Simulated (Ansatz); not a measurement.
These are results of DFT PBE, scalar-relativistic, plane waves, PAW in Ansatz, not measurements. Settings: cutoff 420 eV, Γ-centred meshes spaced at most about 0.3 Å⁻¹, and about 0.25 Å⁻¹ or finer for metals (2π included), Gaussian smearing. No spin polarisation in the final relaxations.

These are static total energies at zero pressure.

Compare these two cells of CoSn, each relaxed at this level.

A.

```
CELL_PARAMETERS angstrom
4.39822 0.00000 0.00000
-2.19911 3.80897 0.00000
0.00000 0.00000 5.02470
ATOMIC_POSITIONS crystal
Co 0.66667 0.33333 0.75000
Co 0.33333 0.66667 0.25000
Sn 0.66667 0.33333 0.25000
Sn 0.33333 0.66667 0.75000
```

B.

```
CELL_PARAMETERS angstrom
3.14446 0.00000 0.00000
0.00000 3.14446 0.00000
0.00000 0.00000 3.14446
ATOMIC_POSITIONS crystal
Co 0.00000 0.00000 0.00000
Sn 0.50000 0.50000 0.50000
```

Question: Which would you expect to be lower, and how large is the difference?

Answer: B is lower, by 274 meV/atom. A has space group P6_3/mmc (No. 194), 21.0 Å³/atom and no gap on its mesh; B has the caesium chloride type, space group Pm-3m (No. 221), 15.5 Å³/atom and no gap. Counting all near atoms (those within 1.25 times the shortest distance at each site; a plus sign parts nearer from farther groups), A has Co 5, Sn 5 and B has Co 8+6, Sn 8+6. The denser one is the lower, and pressure would at first widen the difference. Even the lower one lies +0.20 eV/atom against the reference forms of the elements (uncorrected), so neither is stable at this level. In A, Co has 5 Sn at 2.51–2.54 Å; Sn is surrounded by 5 Co at 2.51–2.54 Å. In B, Co has 8 Sn at 2.72 Å and 6 Co at 3.14 Å; Sn is surrounded by 8 Co at 2.72 Å and 6 Sn at 3.14 Å. Both come from invented guesses. A third cell relaxed alike, in P6/mmm (a Materials Project cell), lies 282 meV/atom below the lower of the two.

Trial moments died out on the coarse mesh in P6_3/mmc and Pm-3m; another magnetic start might hold. Cells relaxed within their symmetry can be saddle points.
